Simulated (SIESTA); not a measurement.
## CoO: single point with PBE

The system is CoO.

```xyz
2
Lattice="3.0144 0.0000 0.0000 1.5072 2.6105 0.0000 1.5072 0.8702 2.4612" Properties=species:S:1:pos:R:3 pbc="T T T"
Co    0.0000    0.0000    0.0000
O     3.0144    1.7404    1.2306
```

```yaml
Program: SIESTA 5.4.2
Task: single point
Functional: PBE
Potentials_or_basis: Ansatz NC with PseudoDojo 0.4 standard (PBE files)
Basis: DZP (energy shift 0.003 Ry; two zetas on semicore shells)
Grid_cutoff: 800 Ry
Energy_shift: 0.003 Ry
k_mesh: 8 × 8 × 8
Occupations: fermi-dirac, width 0.05 eV
Spin: collinear spin, ferromagnetic start
Starting_moments: "[2.0, 0.0] μB"
```

| Quantity | Value |
| --- | --- |
| Pressure | 0.1 GPa |
| Band gap on the k mesh | none (metal or under the smearing width) |
| Net moment | 2.97 μB per cell |
| Site moments | Co +2.61; O +0.36 μB |
| Hirshfeld charges | Co +0.28; O -0.28 e |
| Voronoi charges | Co +0.35; O -0.35 e |

Wall time 110 s on 1 thread of Intel(R) Xeon(R) Platinum 8259CL CPU @ 2.50GHz (Skylake/Cascade Lake) (shared host), peak memory 0.28 GiB.

Caveat: Mulliken charges of long-ranged orbitals can have an unphysical sign; short orbitals over semicore shells can move pressures by several GPa; the basis of atomic orbitals isn't converged, which shifts pressures, moduli and gaps; a cell with one magnetic atom can't hold antiferromagnetic order, which such compounds often take; semilocal functionals often make such compounds metallic where correlation or magnetic order opens a gap, which also shifts bond lengths. With open d or f shells a metallic result of PBE can be an artefact of self-interaction; +U or a hybrid may open a gap.
